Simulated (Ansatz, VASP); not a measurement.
**Two plane-wave programs on CsPbCl3**

File INCAR:

```
PREC = Accurate
ENCUT = 520
EDIFF = 1E-6
ISMEAR = 0
SIGMA = 0.01
LREAL = F
LASPH = T
NELM = 100
ALGO = Normal
ISIF = 2
LWAVE = F
LCHARG = F
NBANDS = 30
```

KPOINTS

```
regular mesh
0
Gamma
  4 4 4
```

Contents of POSCAR:

```
CsPbCl3
1.0
    5.6767292595      0.0000000000      0.0000000000
    0.0000000000      5.6767292595      0.0000000000
    0.0000000000      0.0000000000      5.6767292595
Cs Pb Cl
1 1 3
Direct
    0.0000000000      0.0000000000      0.0000000000
    0.5000000000      0.5000000000      0.5000000000
    0.5000000000      0.5000000000      0.0000000000
    0.0000000000      0.5000000000      0.5000000000
    0.5000000000      0.0000000000      0.5000000000
```

Input for Ansatz:

```yaml
crystal:
  lattice:
    - [5.6767292595, 0.0, 0.0]
    - [0.0, 5.6767292595, 0.0]
    - [0.0, 0.0, 5.6767292595]
  atoms:
    - { symbol: Cs, position: [0.0, 0.0, 0.0] }
    - { symbol: Pb, position: [0.5, 0.5, 0.5] }
    - { symbol: Cl, position: [0.5, 0.5, 0.0] }
    - { symbol: Cl, position: [0.0, 0.5, 0.5] }
    - { symbol: Cl, position: [0.5, 0.0, 0.5] }
kpoints:
  mp_grid: { grid: [4, 4, 4] }
  band_path:
    path: [[0.0, 0.0, 0.0], [0.0, 0.5, 0.0], [0.5, 0.5, 0.0], [0.5, 0.5, 0.5]]
    npoints: 1
hamiltonian:
  xc: lda
scf:
  occupations: { method: fixed }
  n_extra_bands: 5
output:
  forces: true
  stress: true
  eigenvalues: true
```

Alike in both runs: task single point; functional LDA; k mesh 4 × 4 × 4; no spin polarisation.

|  | VASP | Ansatz |
| --- | --- | --- |
| version | VASP 6.6.1 | Ansatz 0.2.0 |
| potentials or method | VASP PAW LDA potentials, release 64 (Cs_sv, Pb_d, Cl) | plane waves, PAW |
| plane-wave cutoff (eV) | 520 | 420 |
| occupations | gaussian, width 0.01 eV | fixed |
| valence electrons in the cell | 44 | 44 |

Ansatz gave:

```
gap on the k mesh at the Fermi level (eV) : 1.89
pressure (GPa)                            : -1.9
```

**Question.** Which values does VASP return?

**Answer.** gap on the k mesh at the Fermi level (eV): 1.86; pressure (GPa): -2.0.

Caveats: spin-orbit coupling is left out, which as a rule narrows the gap of such compounds by several tenths of an eV. A k mesh can miss the band edges. LDA gaps usually lie below the measured ones, often by a third to a half.
